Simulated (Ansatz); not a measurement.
# PbS: a single-point run

The task is a single-point run on PbS. The structure is shown as the input types it. The cell is built on a prototype (zincblende) and needn't be the phase found in nature.

Computed with Ansatz 0.2.0 (density functional or hybrid calculation with the settings of its input, plane waves (as first typed), unless a step's input says otherwise).

3 further runs of the same task are left out: 1 for a known fault of the program, 2 that didn't finish.

### 1 The system as given

The structure is cubic, space group F-43m (No. 216). Conventional cell: a = 6.602 Å, b = 6.602 Å, c = 6.602 Å, α = 90.00°, β = 90.00°, γ = 90.00°. Pb (site symmetry -43m) has 4 S at 2.86 Å as nearest neighbours. S (site symmetry -43m) has 4 Pb at 2.86 Å as nearest neighbours.

Structure file:

```cif
data_structure
_symmetry_space_group_name_H-M 'P 1'
_symmetry_Int_Tables_number 1
_cell_length_a 4.6683
_cell_length_b 4.6683
_cell_length_c 4.6683
_cell_angle_alpha 60.000
_cell_angle_beta 60.000
_cell_angle_gamma 60.000
_cell_volume 71.94
loop_
_atom_site_label
_atom_site_type_symbol
_atom_site_fract_x
_atom_site_fract_y
_atom_site_fract_z
_atom_site_occupancy
Pb1 Pb 0.00000 0.00000 0.00000 1
S1 S 0.25000 0.25000 0.25000 1
```

### 2 The run

input.yaml reads:

```yaml
crystal:
  lattice:
    - [0.0, 3.3009775035, 3.3009775035]
    - [3.3009775035, 0.0, 3.3009775035]
    - [3.3009775035, 3.3009775035, 0.0]
  atoms:
    - { symbol: Pb, position: [0.0, 0.0, 0.0] }
    - { symbol: S, position: [0.25, 0.25, 0.25] }
kpoints:
  mp_grid: { grid: [4, 4, 4] }
hamiltonian:
  xc: pbe
scf:
  occupations: { method: fixed }
  n_extra_bands: 4
  max_iter: 52
output:
  forces: true
  stress: true
  eigenvalues: true
basis:
  ecutwfc: 160
```

Command:

```
$ ansatz run input.yaml --threads 4 --pin off --max-ram 3686MiB --backend cpu --events-out ev --progress --plain --runs-dir out
```

Q: Will this input give a usable result? If not, why, and what should change?

This run ends as converged, with warnings (cutoff below recommended). Its log warns: «basis.ecutwfc = 160 eV is below the records' recommended 420 eV ...»

Look at the input: basis.ecutwfc is 160. The basis cutoff is far too low: the plane waves can't represent the orbitals near the cores. The potentials' recommended cutoff is 420 eV.

To check: delete basis.ecutwfc (the default then holds).
